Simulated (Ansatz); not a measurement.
# TaN (P6_3/mmc) in Ansatz: further runs

Runs on TaN. Level: PBE. Tasks: single point, relaxation of cell and atoms.

All numbers are computed with Ansatz 0.2.0; they aren't measurements. Logs are shortened: lines on timing, memory, paths and dates and some standing lists are left out, and cuts for length are marked.

### 1 Starting point

Symmetry: P6_3/mmc, No. 194, hexagonal system. The conventional cell has a = 2.922 Å, b = 2.922 Å, c = 5.917 Å, α = 90.00°, β = 90.00°, γ = 120.00°. Around Ta (site symmetry -3m) lie 6 N at 2.24 Å. N (site symmetry -6m2) is surrounded by 6 Ta at 2.24 Å.

The cell comes from a database or a generator and needn't be the stable form of this composition.

### 2 Single point, PBE

input.yaml reads:

```yaml
crystal:
  lattice:
    - [2.9217699809, 0.0, 0.0]
    - [-1.4608849905, 2.5303270275, 0.0]
    - [0.0, 0.0, 5.916515]
  atoms:
    - { symbol: Ta, position: [0.0, 0.0, 0.5] }
    - { symbol: Ta, position: [0.0, 0.0, 0.0] }
    - { symbol: "N", position: [0.3333333333, 0.6666666667, 0.25] }
    - { symbol: "N", position: [0.6666666667, 0.3333333333, 0.75] }
hamiltonian:
  xc: pbe
  pseudopotentials: { kind: paw }
kpoints:
  mp_grid: { grid: [10, 10, 5] }
scf:
  occupations: { method: gaussian, width: 0.011 }
output:
  forces: true
  stress: true
  eigenvalues: true
  write_density: true
  write_potential: true
  elf: true
  volumetric_format: npy
```

Potentials or basis: Ansatz PAW.

Launch:

```bash
$ ansatz run input.yaml --threads 2 --pin off --max-ram 5632MiB --backend cpu --events-out ev --progress --plain --runs-dir out
```

Log:

```text
Warning: RAYON_NUM_THREADS=2 ignored (pool sized by the plan → 2); use --threads N
Engine: ansatz 0.2.0, aarch64-unknown-linux-gnu
Pseudopotentials: kind: paw
Pseudopotential: Ta, paw, valence charge 13, recommended cutoff 420 eV (normal), Ta.paw.azcp
Pseudopotential: N, paw, valence charge 5, recommended cutoff 420 eV (normal), N.paw.azcp
Functional definition: PBE
  parameter kappa = 0.804
  parameter beta = 0.06672455060314922
  exchange = pbe_x(kappa = kappa, mu = beta*pi^2/3)
  correlation = pbe_c(beta = beta)
Crystal: 4 atoms, lattice volume = 43.741 Å³
Basis set: ecut = 420 eV, 847 PW (Γ), exchange–correlation on 40×40×80 points (8 copies of the dense FFT grid, shifted against one another)
Bands: 22, of which v1, the nominal top of the filled ones, is band 18 counted from 1 (17 counted from 0)
Symmetry: 24 space group operations
Space group: P63/mmc (ITA 194), of the structure as read, at distance tolerance 3.5e-5 Å
k-points: 42 of 500
Non-local potential: Ta, projectors of the file, l = 0: 3, l = 1: 2, l = 2: 2, l = 3: 1
Non-local potential: N, projectors of the file, l = 0: 2, l = 1: 2, l = 2: 1
PAW form: soft (Blöchl's): semilocal exchange-correlation on the pseudo side does not see the compensation charge
PAW one-centre angular grid: Ta, 590 points (default); XC on 64 Gauss nodes
PAW one-centre angular grid: N, 110 points (default); XC on 64 Gauss nodes
Initial density: superposition of atomic densities (neutral atoms: chi_scale 0, normalization atom), corrected by the library's trained network
Initial wavefunctions: pseudopotential atomic-orbital guess
Functional: x = pbe(κ = 0.804, μ = 0.2195149727645171), c = pbe(β = 0.06672455060314922)
SCF iter   1: F=—  HF=-20636.193937 eV  |F-HF|=—  |Δ(HF+E_count)|=         —  Δρ=7.45e-3  dr2=1.61e-2  ethr=1.77e-3  ⟨swp⟩=6.0  Hψ=4317  notcnv=0
preconditioner: auto → none  [insulator: Δε(μ)=0.054 eV  Ē_g=9.371 eV  σ=0.011 eV  W_gap=0.69  n_scr=10 (ndim 8)  ℏωp=25.1 eV  f_vac=0.000  D(μ)=2.13/eV (n_scr^D=22)  ε∞_Penn≈8.2]
SCF iter   2: F=—  HF=-20636.189926 eV  |F-HF|=—  |Δ(HF+E_count)|=   4.01e-3  Δρ=3.08e-3  dr2=1.79e-3  ethr=4.48e-5  ⟨swp⟩=2.9  Hψ=1932  notcnv=0  defer=4
SCF iter   3: F=—  HF=-20636.190074 eV  |F-HF|=—  |Δ(HF+E_count)|=   1.49e-4  Δρ=6.72e-4  dr2=6.72e-5  ethr=4.97e-6  ⟨swp⟩=2.1  Hψ=1387  notcnv=0  defer=4
SCF iter   4: F=—  HF=-20636.190080 eV  |F-HF|=—  |Δ(HF+E_count)|=   5.08e-6  Δρ=4.75e-5  dr2=6.72e-7  ethr=1.87e-7  ⟨swp⟩=2.5  Hψ=1356  notcnv=0  defer=4
iter 5 did not close the SCF: its close was put off for the readings that it lacked (scf_convergence_deferred on its scf_iter line)
SCF iter   5: F=-20636.190080 eV  HF=-20636.190080 eV  |F-HF|=4.75e-8  |Δ(HF+E_count)|=   9.27e-8  Δρ=1.51e-5  dr2=8.63e-8  ethr=1.87e-9  ⟨swp⟩=2.1  Hψ=1389  notcnv=0  defer=4
SCF iter   6: F=-20636.190080 eV  HF=-20636.190080 eV  |F-HF|=2.80e-10  |Δ(HF+E_count)|=   1.71e-9  Δρ=2.97e-6  dr2=2.42e-9  ethr=2.40e-10  ⟨swp⟩=6.3  Hψ=5709  notcnv=0
SCF 1 converged in 6 iterations: F = -20636.190080 eV  dr2 = 2.42e-9
SCF converged after 6 iterations
Free energy (F): -20636.190080 eV
Harris-Foulkes:  -20636.190080 eV  (|F-HF|=2.80e-10)
Internal energy: -20636.189960 eV  (E = F + TS)
E sigma→0 (E₀):  -20636.190020 eV
Entropy (-TS):   -0.000120 eV (-0.030 meV/atom)
Fermi energy:    19.912420 eV
--- Per-component energies (eV) ---
  E_band       = -112.488751
  E_kinetic    = 997.729256
  E_local      = -1220.269610  (includes V_loc(G=0)·N_el)
  E_nonlocal   = 119.866654
  E_hartree    = 409.684783
  E_xc         = -559.384630
  E_vxc        = -564.092716  (∫ρ·V_xc dr)
  E_paw        = -17048.266967  (= ΣΔE_a)
  E_vpaw       = -265.091511  (= ΣTr[D̂ρ^β])
  E_aug_tail   = 0.000430  (compensation charges beyond the density's cutoff)
  E_ewald      = -3335.549875
  E_smearing   = -0.000120  (= −TS)
  E_closure    = 0.000000  (closes the sum)
  Σ components = -20636.190080   (vs F -20636.190080, Δ=0.00e0)
--- Forces (eV/Å), atoms counted from 1 ---
  atom   1  Ta     0.00000000    -0.00000000     0.00000000
  atom   2  Ta     0.00000000    -0.00000000    -0.00000000
  atom   3  N      0.00000000    -0.00000000    -0.00000000
  atom   4  N      0.00000000     0.00000000     0.00000000
  max |Σ_I F_I| component: 7.40e-17 eV/Å
--- Stress (GPa, compression-positive) ---
       -1.117245      -0.000000      -0.000000
       -0.000000      -1.117245      -0.000000
       -0.000000      -0.000000      -0.966758
  P = ⅓ Tr σ = -1.0671 GPa (-10.671 kbar)
--- Band table (eV; the first three rows and the last of 42) ---
  k-point 0: bands = ["-48.5329", "-48.4964", "-15.6305", "-14.8826", "-14.6274", "-14.6274", "-14.5669", "-14.5669", "2.4180", "4.7585", "10.7121", "15.1250", "15.1250", "15.6597", "16.4420", "17.9420", "17.9420", "19.7170", "19.7170", "20.4969", "20.4969", "22.2629"]
  k-point 1: bands = ["-48.5294", "-48.4999", "-15.5631", "-14.9585", "-14.6217", "-14.6217", "-14.5727", "-14.5727", "2.6042", "4.4694", "11.1230", "14.7573", "15.2841", "15.2841", "17.2701", "17.3641", "17.3641", "20.2761", "20.2761", "20.6053", "20.6053", "21.5535"]
  k-point 2: bands = ["-48.5203", "-48.5090", "-15.3830", "-15.1523", "-14.6066", "-14.6066", "-14.5879", "-14.5879", "3.1140", "3.8112", "12.1452", "13.4429", "15.7489", "15.7489", "16.4776", "16.4776", "18.5378", "20.0588", "20.8452", "20.8452", "20.8700", "20.8700"]
  k-point 41: bands = ["-48.4303", "-48.4197", "-15.4255", "-15.3886", "-15.2265", "-15.1940", "-15.1266", "-14.9342", "4.6505", "4.7501", "12.8287", "12.9529", "13.5749", "14.0352", "14.3636", "14.9745", "19.3716", "19.4812", "21.7384", "22.3038", "23.3838", "23.5835"]
```

Run time: 1.4 s. Hardware: 2 threads of Arm Neoverse V2, shared host; peak memory 0.32 GiB.

What came out:

```
Free energy            : -20636.1901 eV
Pressure               : -1.1 GPa
Band gap on the k mesh : none (metal or under the smearing width)
```

Levels at points of the mesh, in eV from the Fermi level:
| k point | band 16 | band 17 | band 18 | band 19 | band 20 | band 21 |
| --- | --- | --- | --- | --- | --- | --- |
| (0.00, 0.00, 0.00) | -1.97 | -1.97 | -0.20 | -0.20 | 0.58 | 0.58 |
| (0.00, -0.50, 0.00) | -3.66 | -2.78 | -2.09 | 2.87 | 3.95 | 4.83 |

Caveat: the pressure holds a Pulay correction of +0.4 GPa for the finite cutoff. Spin-orbit coupling is left out, which matters for the levels of Ta.

### 3 Relaxation of cell and atoms, PBE

input.yaml: that of step 2 with these lines changed.

```diff
@@ -16,3 +16,3 @@
 scf:
-  occupations: { method: gaussian, width: 0.011 }
+  occupations: { method: fermi_dirac, width: 0.05 }
 output:
@@ -21,5 +21,5 @@
   eigenvalues: true
-  write_density: true
-  write_potential: true
-  elf: true
-  volumetric_format: npy
+relax:
+  f_tol: 0.01
+  max_steps: 40
+  cell: { stress_tol: 0.05 }
```

Potentials or basis: Ansatz PAW.

Launch:

```bash
$ ansatz run input.yaml --threads 2 --pin off --max-ram 5632MiB --backend cpu --events-out ev --progress --plain --runs-dir out
```

Log:

```text
Warning: RAYON_NUM_THREADS=2 ignored (pool sized by the plan → 2); use --threads N
Engine: ansatz 0.2.0, aarch64-unknown-linux-gnu
Pseudopotentials: kind: paw
Pseudopotential: Ta, paw, valence charge 13, recommended cutoff 420 eV (normal), Ta.paw.azcp
Pseudopotential: N, paw, valence charge 5, recommended cutoff 420 eV (normal), N.paw.azcp
Functional definition: PBE
  parameter kappa = 0.804
  parameter beta = 0.06672455060314922
  exchange = pbe_x(kappa = kappa, mu = beta*pi^2/3)
  correlation = pbe_c(beta = beta)
Crystal: 4 atoms, lattice volume = 43.741 Å³
[... 90 lines left out ...]
  k-point 0: bands = ["-48.4514", "-48.4144", "-15.5580", "-14.8024", "-14.5432", "-14.5432", "-14.4821", "-14.4821", "2.4662", "4.8224", "10.7650", "15.1851", "15.1851", "15.7161", "16.5071", "18.0108", "18.0108", "19.7878", "19.7878", "20.5726", "20.5726", "22.3386"]
  k-point 1: bands = ["-48.4479", "-48.4180", "-15.4899", "-14.8791", "-14.5374", "-14.5374", "-14.4879", "-14.4879", "2.6537", "4.5311", "11.1775", "14.8167", "15.3447", "15.3447", "17.3334", "17.4310", "17.4310", "20.3494", "20.3494", "20.6815", "20.6815", "21.6269"]
  k-point 2: bands = ["-48.4387", "-48.4272", "-15.3081", "-15.0750", "-14.5222", "-14.5222", "-14.5033", "-14.5033", "3.1668", "3.8684", "12.2027", "13.5024", "15.8108", "15.8108", "16.5416", "16.5416", "18.6031", "20.1282", "20.9219", "20.9219", "20.9459", "20.9459"]
  k-point 41: bands = ["-48.3471", "-48.3364", "-15.3513", "-15.3140", "-15.1498", "-15.1169", "-15.0478", "-14.8536", "4.7091", "4.8098", "12.8783", "13.0025", "13.6326", "14.0963", "14.4255", "15.0384", "19.4413", "19.5518", "21.8182", "22.3841", "23.4736", "23.6734"]
--- Relaxed structure (3 steps of the walk, 2 accepted, 1 SCFs on fresh bases) ---
  F+E_penalty+E_count = -20636.19576377 eV   max|allowed force component| = 5.089e-16 eV/Å   (the final SCF, on the basis selected at the relaxed cell)
  cell:  # Å, volume = 43.5990 Å³
    - [2.918224054308119, 2.8832474462916135e-11, -1.0885866042179279e-30]
    - [-1.459112027179029, 2.527256164951234, -9.529668280753285e-20]
    - [-2.8028229599584774e-33, -2.228266335376319e-19, 5.91165315405706]
  atoms:
    - { symbol: Ta, position: [4.81482486096809e-35, 1.023150282955719e-34, 0.5] }
    - { symbol: Ta, position: [5.034615673445562e-35, 1.006923134671881e-34, 0.0] }
    - { symbol: N, position: [0.3333333333333333, 0.6666666666666666, 0.25] }
    - { symbol: N, position: [0.6666666666666665, 0.33333333333333326, 0.75] }
```

Wall time 4.6 s (2 threads of Arm Neoverse V2, shared host); peak memory 0.33 GiB.

What came out:

| Property | Result |
| --- | --- |
| Free energy | -20636.1958 eV |
| Relaxed volume | 10.90 Å³/atom |
| Relaxed cell | a = 2.918 Å, b = 2.918 Å, c = 5.912 Å, α = 90.00°, β = 90.00°, γ = 120.00° |
| Space group after relaxing (to 0.05 Å) | P6_3/mmc (No. 194) |
| Energy gained by relaxing | 0.1 meV/atom |
| Ionic steps | 3 |
| Pressure after relaxing | 0.0 GPa |
| Band gap on the k mesh | none (metal or under the smearing width) |

Step by step:
```tsv
step	energy change (eV)	largest force (eV/Å)	volume (Å³)
1	0.0000	0.0000	43.74
2	-0.0009	0.0000	43.60
3	-0.0005	0.0000	43.60
```

Final structure:
```
Ta N
1.0
     2.91822    0.00000    0.00000
    -1.45911    2.52726    0.00000
     0.00000    0.00000    5.91165
Ta N
2 2
Direct
  0.00000 0.00000 0.50000
  0.00000 0.00000 0.00000
  0.33333 0.66667 0.25000
  0.66667 0.33333 0.75000
```

Caveat: the plane-wave basis is chosen anew once the cell has moved, so the energies of steps on either side of that aren't comparable; the pressure holds a Pulay correction of +0.4 GPa for the finite cutoff. Spin-orbit coupling is left out, which matters for the levels of Ta.
